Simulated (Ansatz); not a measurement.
# Ionic part of the dielectric constant of ZnS at 6 GPa, mode by mode

Theory: DFT PBEsol, scalar-relativistic, plane waves, PAW (Ansatz 0.2.0). Cutoff 420 eV, 10×10×10 k-points (Γ-centred), fixed occupations. No spin polarisation. Phonons by linear response, acoustic sum rule imposed.

Symmetry: F-43m, No. 216, cubic system. Conventional cell: a = 5.241 Å, b = 5.241 Å, c = 5.241 Å, α = 90.00°, β = 90.00°, γ = 90.00°. Zn (site symmetry -43m) has 4 S at 2.27 Å as nearest neighbours. Around S (site symmetry -43m) lie 4 Zn at 2.27 Å.

The primitive cell has V = 35.98 Å³ and ε∞,xx = 6.095. Each polar mode adds Δε = (4.92064×10⁷/V)·S/ν² along x, with S its oscillator strength in e²/amu, ν in cm⁻¹ and V in Å³.

Question: From these modes, find each Δε and ε0,xx.
```tsv
ν (cm⁻¹)	S_xx (e²/amu)
311.9	0.16
```

Answer:
| ν (cm⁻¹) | Δε |
| --- | --- |
| 311.9 | 2.25 |

The sum is 2.250, so ε0,xx = 8.34; the run's tensor has 8.34.

Question: Where do the longitudinal modes lie for a wave vector along x?

Answer: At 365 cm⁻¹. The Lyddane–Sachs–Teller product Π(ν_LO/ν_TO)² = 1.37 matches ε0/ε∞ = 1.37.

Cost: 1 run of about 1.4 core-minutes, on Intel Xeon Platinum 8175M (Skylake/Cascade Lake) (shared hosts).

The lattice adds 2.25 to an electronic constant of 6.095, so most of the static screening in compressed ZnS comes from the electrons. Zinc blende has a single triply degenerate polar optical mode, in which the Zn and S sublattices move against each other, and it carries the whole ionic response. Partly covalent tetrahedral bonds resist this motion, and because the contribution falls with the square of the frequency, a stiff mode limits the ionic part despite the sizeable dipole it creates. The same dipole produces the macroscopic field that lifts the longitudinal mode to 365 cm⁻¹.

The electronic constant is higher than is well established for ZnS, probably because the semilocal functional makes the gap too small and the electrons too polarisable. Such overscreening would weaken the field and tend to reduce the longitudinal–transverse splitting. The Lyddane–Sachs–Teller match shows internal consistency, not accuracy, since both sides rest on the same electronic constant and oscillator strength. A single pressure doesn't show how compression changes the balance between ionic and electronic screening.
